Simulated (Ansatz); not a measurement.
Crystal: Pd.

```
Pd
1.0
     0.00000    1.94650    1.94650
     1.94650    0.00000    1.94650
     1.94650    1.94650    0.00000
Pd
1
Cartesian
  0.0000 0.0000 0.0000
```

Base run:

| Property | Result |
| --- | --- |
| Program | Ansatz 0.2.0 |
| Functional | PBEsol |
| Potentials or basis | all-electron LAPW, scalar-relativistic |
| Cutoff | 266 eV (chosen from the basis error) |
| Basis error allowed | 0.001 eV/atom |
| k mesh | 12 × 12 × 12 |
| Occupations | fermi-dirac, width 0.05 eV |
| Spin | no spin polarisation |

Its results: pressure -3.0 GPa.

**Question.** The run is repeated on the same cell with these changes: functional from PBEsol to LDA. What comes out?

**Answer.** Pressure -8.7 GPa.

LDA binds more tightly than PBEsol, so the same cell stands under less pressure.
